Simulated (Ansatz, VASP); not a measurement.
**SiO2 in VASP and in Ansatz**

INCAR

```
SYSTEM = SiO2
PREC = Accurate ; ENCUT = 520
EDIFF = 1E-6 ; ISMEAR = 0
SIGMA = 0.02 ; LREAL = .FALSE.
LASPH = .TRUE. ; NELM = 100
ALGO = Normal ; ISIF = 2
LWAVE = .FALSE. ; LCHARG = .TRUE.
GGA = PE ; LELF = .TRUE.
LVHAR = .TRUE. ; NBANDS = 34
```

File KPOINTS:

```
Automatic mesh
0
G
  6 6 4
  0 0 0
```

POSCAR

```
SiO2
1.0
    5.0909756576      0.0000000000      0.0000000000
   -2.5454878288      4.4089142496      0.0000000000
    0.0000000000      0.0000000000      5.5763262088
Si O
3 6
Direct
    0.0000000000      0.5000000000      0.3333333333
    0.5000000000      0.5000000000      0.6666666667
    0.5000000000      0.0000000000      0.0000000000
    0.5850794225      0.7925397112      0.8333333333
    0.7925397112      0.5850794225      0.5000000000
    0.7925397112      0.2074602888      0.1666666667
    0.4149205775      0.2074602888      0.8333333333
    0.2074602888      0.4149205775      0.5000000000
    0.2074602888      0.7925397112      0.1666666667
```

Input for Ansatz:

```yaml
crystal:
  lattice:
    - [5.0909756576, 0.0, 0.0]
    - [-2.5454878288, 4.4089142496, 0.0]
    - [0.0, 0.0, 5.5763262088]
  atoms:
    - { symbol: Si, position: [0.0, 0.5, 0.3333333333] }
    - { symbol: Si, position: [0.5, 0.5, 0.6666666667] }
    - { symbol: Si, position: [0.5, 0.0, 0.0] }
    - { symbol: O, position: [0.5850794225, 0.7925397112, 0.8333333333] }
    - { symbol: O, position: [0.7925397112, 0.5850794225, 0.5] }
    - { symbol: O, position: [0.7925397112, 0.2074602888, 0.1666666667] }
    - { symbol: O, position: [0.4149205775, 0.2074602888, 0.8333333333] }
    - { symbol: O, position: [0.2074602888, 0.4149205775, 0.5] }
    - { symbol: O, position: [0.2074602888, 0.7925397112, 0.1666666667] }
basis:
  ecutwfc: 420
kpoints:
  mp_grid: { grid: [6, 6, 4] }
  band_path: { path: [VBM, CBM], npoints: 2 }
hamiltonian:
  xc: pbe
scf:
  occupations: { method: gaussian, width: 0.02 }
output:
  forces: true
  stress: true
  eigenvalues: true
checkpoint:
  read: start.run
  write: ck
  compress: false
  write_wavefunctions: false
  write_every: 100000
```

Alike in both runs: task single point; functional PBE; k mesh 6 × 6 × 4; occupations gaussian, width 0.02 eV; no spin polarisation.

|  | VASP | Ansatz |
| --- | --- | --- |
| version | VASP 6.6.1 | Ansatz 0.2.0 |
| potentials or method | VASP PAW PBE potentials, release 64 (Si, O) | scalar-relativistic, plane waves, PAW |
| plane-wave cutoff (eV) | 520 | 420 |
| valence electrons in the cell | 48 | 48 |

|  | VASP | Ansatz | Ansatz less VASP |
| --- | --- | --- | --- |
| gap on the k mesh at the Fermi level (eV) | 5.59 | 5.59 | +0.002 |
| least direct gap on the mesh (eV) | 5.76 | 5.76 | -0.001 |
| pressure (GPa) | 1.1 | 1.0 | -0.09 |
| rms of the force components (eV/Å) | 0.004 | 0.002 | -0.0024 |

Atom by atom the forces differ by 0.006 eV/Å (rms over components).

A k mesh can miss the band edges. A hybrid or GW would open this gap; PBE tends to underestimate it.
